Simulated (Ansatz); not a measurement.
Input and command of a plane-wave DFT calculation in Ansatz:

```yaml
crystal:
  lattice:
    - [0.0, 2.54696, 2.64492]
    - [2.54696, 0.0, 2.64492]
    - [2.54696, 2.54696, 0.0]
  atoms:
    - { symbol: Ca, position: [0.0, 0.0, 0.0] }
    - { symbol: O, position: [0.5, 0.5, 0.5] }
basis:
  ecutwfc: 420
kpoints:
  mp_grid: { grid: [8, 8, 8] }
hamiltonian:
  xc: pbe
scf:
  occupations: { method: gaussian, width: 0.05 }
output:
  forces: true
  stress: true
  eigenvalues: true
  write_density: true
  write_potential: true
  elf: true
  volumetric_format: npy
```

```bash
ansatz run input.yaml --threads 1 --pin off --max-ram 2560MiB --backend cpu --events-out ev --progress --plain --runs-dir out
```

Processor: Arm Neoverse V1, 1 thread, on a host shared with other jobs.

Problem. How long does it run, and how much memory does it take?

Solution. About 2.1 s on 1 thread of Arm Neoverse V1, on a shared host, peak memory 0.28 GiB. It solves 12 bands at 59 k points (the mesh reduced by symmetry) with about 661 plane waves, in 7 SCF iterations.
